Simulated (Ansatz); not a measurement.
# Cu: a trial structure relaxed

Where does Cu go from the start given, omega type (P6/mmm, No. 191)?

Program: Ansatz 0.2.0. Level of theory: DFT PBE, scalar-relativistic, plane waves, PAW. These are calculated values, not measurements.

## (1) The structure to begin with

Symmetry: P6/mmm, No. 191, hexagonal system. Conventional cell: a = 4.220 Å, b = 4.220 Å, c = 2.587 Å, α = 90.00°, β = 90.00°, γ = 120.00°. Around Cu (site symmetry 6/mmm) lie 14 Cu at 2.59 to 2.76 Å. Cu (site symmetry -6m2) has 11 Cu at 2.44 to 2.76 Å as nearest neighbours.

Coordinates:

```
Cu
1.0
     4.21994    0.00000    0.00000
    -2.10997    3.65458    0.00000
     0.00000    0.00000    2.58701
Cu
3
Direct
  0.00000 0.00000 0.00000
  0.33333 0.66667 0.50000
  0.66667 0.33333 0.50000
```

(A quick probe on a coarse mesh, which set the mesh and smearing, is not shown.)

## (3) A loose first relaxation

Input file input.yaml:

```yaml
crystal:
  lattice:
    - [4.2199435286, 0.0, 0.0]
    - [-2.1099717643, 3.6545782983, 0.0]
    - [0.0, 0.0, 2.5870088588]
  atoms:
    - { symbol: Cu, position: [0.0, 0.0, 0.0] }
    - { symbol: Cu, position: [0.3333333333, 0.6666666667, 0.5] }
    - { symbol: Cu, position: [0.6666666667, 0.3333333333, 0.5] }
basis:
  ecutwfc: 420
kpoints:
  mp_grid: { grid: [6, 6, 6] }
hamiltonian:
  xc: pbe
scf:
  occupations: { method: gaussian, width: 0.1 }
  lower_state_search: "off"
output:
  forces: true
  stress: true
  eigenvalues: true
relax:
  adjacent_minimum: "off"
  f_tol: 0.04
  max_steps: 70
  cell: { stress_tol: 0.4 }
```

The session goes on with these runs: full relaxation.

**Question.** What will these runs give?

**Answer**, as computed:

| quantity | value |
| --- | --- |
| cell | a = 4.128 Å, b = 4.128 Å, c = 2.474 Å, α = 90.00°, β = 90.00°, γ = 120.00° |
| space group | P6/mmm (No. 191) |
| volume | 12.17 Å³/atom |
| gap on the mesh | none (metal) |

In words: The space group stayed P6/mmm, and from the first guess the volume went from 13.30 to 12.17 Å³/atom.
